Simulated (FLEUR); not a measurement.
# GaN (P6_3mc) in FLEUR: band structure with PBEsol

Aim: the band structure of GaN with PBEsol.

Everything below comes from runs of FLEUR MaX-R8.1 (later development tree). Logs are shortened: lines on timing, memory, paths and dates and some standing lists are left out, and cuts for length are marked.

**What was measured.**

From “Studying electronic properties in GaN without electrical contacts using γ-γ vs e−-γ Perturbed Angular Correlations”, 2019, pmc:6823545, for a bulk crystal of GaN: band gap 3.503 ± 0.005 eV (direct).

The results are compared with them further down.

## 1. Starting point

Symmetry: P6_3mc, No. 186, hexagonal system. The conventional cell has a = 3.180 Å, b = 3.180 Å, c = 5.166 Å, α = 90.00°, β = 90.00°, γ = 120.00°. Ga (site symmetry 3m) is surrounded by 4 N at 1.94 to 1.95 Å. N (site symmetry 3m) is surrounded by 4 Ga at 1.94 to 1.95 Å.

## 2. Band structure, PBEsol

The input, inp.xml:

```xml
<?xml version="1.0" encoding="UTF-8" standalone="no"?>
<fleurInput fleurInputVersion="0.39">
   <comment>
      GaN                                                                                                 
   </comment>
   <calculationSetup>
      <cutoffs Kmax="5.1" Gmax="15.8" GmaxXC="15.8" numbands="0"/>
      <scfLoop itmax="60" minDistance="0.00001" maxIterBroyd="15" imix="Anderson" alpha="0.05" precondParam="0.0" spinf="2.0" sdNocoIR="T"/>
      <coreElectrons ctail="T" frcor="F" kcrel="0" coretail_lmax="0"/>
      <xcFunctional name="PBEs" relativisticCorrections="F"/>
      <magnetism jspins="1"/>
      <soc l_soc="F" theta="0.0" phi="0.0" spav="F"/>
      <expertModes spex="0" secvar="F"/>
      <geometryOptimization l_f="F" forcealpha="1.0" forcemix="BFGS" epsdisp="0.00001" epsforce="0.00001"/>
      <ldaU l_linMix="F" mixParam="0.05" spinf="1.0"/>
   </calculationSetup>
   <cell>
      <bzIntegration valenceElectrons="52.0" mode="hist" fermiSmearingEnergy="0.00183747">
         <kPointListSelection listName="default-1"/>
         <!-- k-points included here -->
         <xi:include xmlns:xi="http://www.w3.org/2001/XInclude" href="kpts.xml"> </xi:include>
      </bzIntegration>
      <!-- symmetry operations included here -->
      <xi:include xmlns:xi="http://www.w3.org/2001/XInclude" href="sym.xml"> </xi:include>
      <bulkLattice scale="1.0">
         <bravaisMatrix>
[... 35 lines left out ...]
         <lo type="SCLO" l="1" n="2" eDeriv="2"/>
         <lo type="SCLO" l="2" n="3" eDeriv="2"/>
      </species>
   </atomSpecies>
   <atomGroups>
      <atomGroup species="Gallium (Ga)">
         <relPos label="                   1">-1.000/3.000 1.000/3.000 1.000/2.000</relPos>
         <relPos label="                   2">1.000/3.000 -1.000/3.000 .0000000000</relPos>
         <force calculate="T" relaxXYZ="TTT"/>
      </atomGroup>
      <atomGroup species="Nitrogen (N)">
         <relPos label="                   3">-1.000/3.000 1.000/3.000 -1.000/8.000</relPos>
         <relPos label="                   4">1.000/3.000 -1.000/3.000 3.000/8.000</relPos>
         <force calculate="T" relaxXYZ="TTT"/>
      </atomGroup>
   </atomGroups>
   <output dos="F" band="F" slice="F">
      <checks vchk="F" cdinf="F"/>
      <bandDOS minEnergy="-.5*Htr" maxEnergy="0.5*Htr" sigma="0.015" storeEVData="T"/>
      <vacuumDOS vacdos="F" integ="F" star="F" nstars="0" locx1="0.0" locy1="0.0" locx2="0.0" locy2="0.0" nstm="0" tworkf="0.0"/>
      <unfoldingBand unfoldBand="F" supercellX="1" supercellY="1" supercellZ="1"/>
      <plotting iplot="0" polar="F">
         <plot TwoD="T" vec1="  1.0  0.0  0.0" vec2="  0.0  1.0  0.0" vec3="  0.0  0.0  1.0" zero="  0.0  0.0  0.0" file="plot"/>
      </plotting>
      <chargeDensitySlicing numkpt="0" minEigenval="0.0" maxEigenval="0.0" nnne="0" pallst="F"/>
      <specialOutput eonly="F"/>
      <moessbauerParams electricFieldGradient="T" isomerShift="T" coreHyperfine="T" valenceHyperfine="T"/>
      <magneticCircularDichroism mcd="F" energyLo="-10.0" energyUp="0.0"/>
   </output>
  <!-- We include the file relax.xml here to enable relaxations (see documentation) -->
  <xi:include xmlns:xi="http://www.w3.org/2001/XInclude" href="relax.xml"> <xi:fallback/> </xi:include>
</fleurInput>
```

The input, crystal.txt:

```
GaN
&input cartesian=F /
3.1800000000  0.0000000000  0.0000000000
-1.5900000000  2.7539607840  0.0000000000
0.0000000000  0.0000000000  5.1660000000
1.8897261246
1.0 1.0 1.0

4
31 0.6666666666  0.3333333332  0.5000000000
31 0.3333333332  0.6666666666  0.0000000000
7 0.6666666666  0.3333333332  0.8750000000
7 0.3333333332  0.6666666666  0.3750000000

&kpt div1=10 div2=10 div3=5 gamma=T /
```

The input, inp.xml (bands):

```
<?xml version="1.0" encoding="UTF-8" standalone="no"?>
<fleurInput fleurInputVersion="0.39">
   <comment>
      GaN                                                                                                 
   </comment>
   <calculationSetup>
      <cutoffs Kmax="5.1" Gmax="15.8" GmaxXC="15.8" numbands="0"/>
      <scfLoop itmax="60" minDistance="0.00001" maxIterBroyd="15" imix="Anderson" alpha="0.05" precondParam="0.0" spinf="2.0" sdNocoIR="T"/>
      <coreElectrons ctail="T" frcor="F" kcrel="0" coretail_lmax="0"/>
      <xcFunctional name="PBEs" relativisticCorrections="F"/>
      <magnetism jspins="1"/>
      <soc l_soc="F" theta="0.0" phi="0.0" spav="F"/>
      <expertModes spex="0" secvar="F"/>
      <geometryOptimization l_f="F" forcealpha="1.0" forcemix="BFGS" epsdisp="0.00001" epsforce="0.00001"/>
      <ldaU l_linMix="F" mixParam="0.05" spinf="1.0"/>
   </calculationSetup>
   <cell>
      <bzIntegration valenceElectrons="52.0" mode="hist" fermiSmearingEnergy="0.00183747">
         <kPointListSelection listName="path-1"/>
         <!-- k-points included here -->
         <xi:include xmlns:xi="http://www.w3.org/2001/XInclude" href="kpts.xml"> </xi:include>
      </bzIntegration>
      <!-- symmetry operations included here -->
      <xi:include xmlns:xi="http://www.w3.org/2001/XInclude" href="sym.xml"> </xi:include>
      <bulkLattice scale="1.0">
         <bravaisMatrix>
[... 34 lines left out ...]
         <lo type="SCLO" l="0" n="2" eDeriv="2"/>
         <lo type="SCLO" l="1" n="2" eDeriv="2"/>
         <lo type="SCLO" l="2" n="3" eDeriv="2"/>
      </species>
   </atomSpecies>
   <atomGroups>
      <atomGroup species="Gallium (Ga)">
         <relPos label="                   1">-1.000/3.000 1.000/3.000 1.000/2.000</relPos>
         <relPos label="                   2">1.000/3.000 -1.000/3.000 .0000000000</relPos>
         <force calculate="T" relaxXYZ="TTT"/>
      </atomGroup>
      <atomGroup species="Nitrogen (N)">
         <relPos label="                   3">-1.000/3.000 1.000/3.000 -1.000/8.000</relPos>
         <relPos label="                   4">1.000/3.000 -1.000/3.000 3.000/8.000</relPos>
         <force calculate="T" relaxXYZ="TTT"/>
      </atomGroup>
   </atomGroups>
   <output dos="F" band="T" slice="F">
      <checks vchk="F" cdinf="F"/>
      <bandDOS minEnergy="-.5*Htr" maxEnergy="0.5*Htr" sigma="0.015" storeEVData="T"/>
      <vacuumDOS vacdos="F" integ="F" star="F" nstars="0" locx1="0.0" locy1="0.0" locx2="0.0" locy2="0.0" nstm="0" tworkf="0.0"/>
      <unfoldingBand unfoldBand="F" supercellX="1" supercellY="1" supercellZ="1"/>
      <plotting iplot="0" polar="F">
         <plot TwoD="T" vec1="  1.0  0.0  0.0" vec2="  0.0  1.0  0.0" vec3="  0.0  0.0  1.0" zero="  0.0  0.0  0.0" file="plot"/>
      </plotting>
      <chargeDensitySlicing numkpt="0" minEigenval="0.0" maxEigenval="0.0" nnne="0" pallst="F"/>
      <specialOutput eonly="F"/>
      <moessbauerParams electricFieldGradient="T" isomerShift="T" coreHyperfine="T" valenceHyperfine="T"/>
      <magneticCircularDichroism mcd="F" energyLo="-10.0" energyUp="0.0"/>
   </output>
  <!-- We include the file relax.xml here to enable relaxations (see documentation) -->
  <xi:include xmlns:xi="http://www.w3.org/2001/XInclude" href="relax.xml"> <xi:fallback/> </xi:include>
</fleurInput>
```

Potentials or basis: all-electron, FLAPW.

Command:

```sh
inpgen -f crystal.txt -profile fastHighL
# inp.xml edited to the form shown
mpirun -n 4 fleur_MPI -pe_per_kpt 1
mpirun -n 4 fleur_MPI -pe_per_kpt 1   # second run, on inp.xml (bands)
```

What it wrote:

```text
Welcome to FLEUR        (www.flapw.de)
      MaX-Release 8.1          (www.max-centre.eu)

 ========== k-point set info ==========
 Selected k-point list: default-1
 k-point list type: mesh
 10 x 10 x 5
 Number of k points: 42

 ------------Calculation Setup---------------------------
 Number of MPI-tasks      :            4
 Number of PE/node        :            4
 Number of OMP-threads    :            1
 Using exactly            1  PE per kpt
 k-points in parallel     :            4
 pe's per k-point         :            1
 No of k-point loops      :           10
 Info/Warning             : your k-point parallelism is not fully load-balanced
 Using exactly            1  PE per kpt
 Using exactly            1  PE per kpt
 Using exactly            1  PE per kpt
 Eigenvalue solver        :       lapack
 Number of basis functions:          866
 Approximate size of matrices (H+S) per k-point:         0.022 GB
 --------------------------------------------------------
 Iteration:     1   Distance:      24.76278805 me/bohr^3
 Iteration:     2   Distance:      21.28129085 me/bohr^3
 Iteration:     3   Distance:       8.10745173 me/bohr^3
 Iteration:     4   Distance:       4.47329947 me/bohr^3
 Iteration:     5   Distance:       3.18191552 me/bohr^3
 Iteration:     6   Distance:       0.35383538 me/bohr^3
 Iteration:     7   Distance:       0.33259809 me/bohr^3
 Iteration:     8   Distance:       0.03658158 me/bohr^3
 Iteration:     9   Distance:       0.02335320 me/bohr^3
 Iteration:    10   Distance:       0.00363622 me/bohr^3
 Iteration:    11   Distance:       0.00081529 me/bohr^3
 Iteration:    12   Distance:       0.00046360 me/bohr^3
 Iteration:    13   Distance:       0.00006214 me/bohr^3
 Iteration:    14   Distance:       0.00005447 me/bohr^3
 Iteration:    15   Distance:       0.00000381 me/bohr^3

 ********************************************************************
 Run finished successfully
 Stop message:
   all done
 ********************************************************************
```

It took 90 s on 4 MPI ranks of AMD EPYC 7R43 (Zen 3), shared host.

Results:

| Quantity | Value |
| --- | --- |
| Free energy | -108696.0300 eV |
| Band gap on the k mesh | 1.92 eV, direct |
| Band gap along the path | 1.92 eV, direct |
| Valence electrons inside the program's atomic spheres | Ga 18.69; N 3.54 (radii Ga 1.92, N 1.47 bohr) |

Levels at the corners of the path, in eV from the valence-band top:
```
point  band 23  band 24  band 25  band 26  band 27  band 28  band 29  band 30
    Γ    -1.07    -0.06     0.00     0.00     1.92     4.23     9.16     9.82
    M    -4.32    -2.81    -2.30    -1.00     4.94     5.54     5.97     8.62
    K    -5.40    -3.08    -3.08    -2.75     4.97     7.84     7.84     8.31
    Γ    -1.07    -0.06     0.00     0.00     1.92     4.23     9.16     9.82
    A    -0.55    -0.55    -0.55    -0.55     4.24     4.24     8.44     8.44
    L    -1.98    -1.98    -1.95    -1.95     4.31     4.31     7.76     7.76
    H    -4.29    -4.29    -1.52    -1.52     6.41     6.41     7.20     7.20
    A    -0.55    -0.55    -0.55    -0.55     4.24     4.24     8.44     8.44
    L    -1.98    -1.98    -1.95    -1.95     4.31     4.31     7.76     7.76
    M    -4.32    -2.81    -2.30    -1.00     4.94     5.54     5.97     8.62
    K    -5.40    -3.08    -3.08    -2.75     4.97     7.84     7.84     8.31
    H    -4.29    -4.29    -1.52    -1.52     6.41     6.41     7.20     7.20
```

Core levels (eV from the Fermi level):
```
atom                                                       levels
1 Ga  1s1/2 -10212.3, 2s1/2 -1254.6, 2p1/2 -1110.2, 2p3/2 -1082.6
2 Ga  1s1/2 -10212.3, 2s1/2 -1254.6, 2p1/2 -1110.2, 2p3/2 -1082.6
 3 N                                                 1s1/2 -373.6
 4 N                                                 1s1/2 -373.6
```

## 3. How close it comes

Step 2. Against the measured gap of GaN, 3.503 eV (direct; quoted in “Studying electronic properties in GaN without electrical contacts using γ-γ vs e−-γ Perturbed Angular Correlations”, 2019, pmc:6823545), the calculated 1.92 eV is off by -1.58 eV. Spin-orbit coupling on Ga is left out. The value is that of PBEsol, without temperature or zero-point motion. Semilocal functionals fall short of measured gaps as a rule.
